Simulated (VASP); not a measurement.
# A VASP 6.6.1 single-point calculation on InSb

INCAR

```
GGA = ZZ
PREC = Accurate
NELM = 97
ISMEAR = -1
NSW = 0
LCHARG = .FALSE.
ENCUT = 520
LASPH = .TRUE.
EDIFF = 1E-7
IBRION = -1
ISIF = 2
NBANDS = 16
LREAL = .FALSE.
LWAVE = .FALSE.
SIGMA = 0.02
```

KPOINTS

```
KPOINTS created by Atomic Simulation Environment
0
Gamma
6 6 6
0 0 0
```

POSCAR

```
In Sb
 1.0000000000000000
     0.0000000000000000    3.2795130174999998    3.1483324968000002
     3.2795130174999998    0.0000000000000000    3.1483324968000002
     3.2795130174999998    3.2795130174999998    0.0000000000000000
 In  Sb
   1   1
Cartesian
  0.0000000000000000  0.0000000000000000  0.0000000000000000
  1.6397565087499999  1.6397565087499999  1.5741662484000001
```

The recommended PBE PAW datasets give the neutral cell 18 valence electrons.

Command

```
mpirun -np 1 vasp_std
```

Standard output (part)

```
POSCAR found type information on POSCAR InSb
 POSCAR found :  2 types and       2 ions
|     EEEEEEE  RRRRRR   RRRRRR   OOOOOOO  RRRRRR      ###     ###     ###     |
|     E        R     R  R     R  O     O  R     R     ###     ###     ###     |
|     E        R     R  R     R  O     O  R     R     ###     ###     ###     |
|     EEEEE    RRRRRR   RRRRRR   O     O  RRRRRR       #       #       #      |
|     E        R    R   R    R   O     O  R    R      ###     ###     ###     |
|     EEEEEEE  R     R  R     R  OOOOOOO  R     R     ###     ###     ###     |
|     Error: One of the selected functionals does not exist.                  |
|       ---->  I REFUSE TO CONTINUE WITH THIS SICK JOB ... BYE!!! <----       |
```

VASP stopped before the first electronic step.

Find the fault in these files.

Unknown functional word. VASP stopped before the first electronic step.
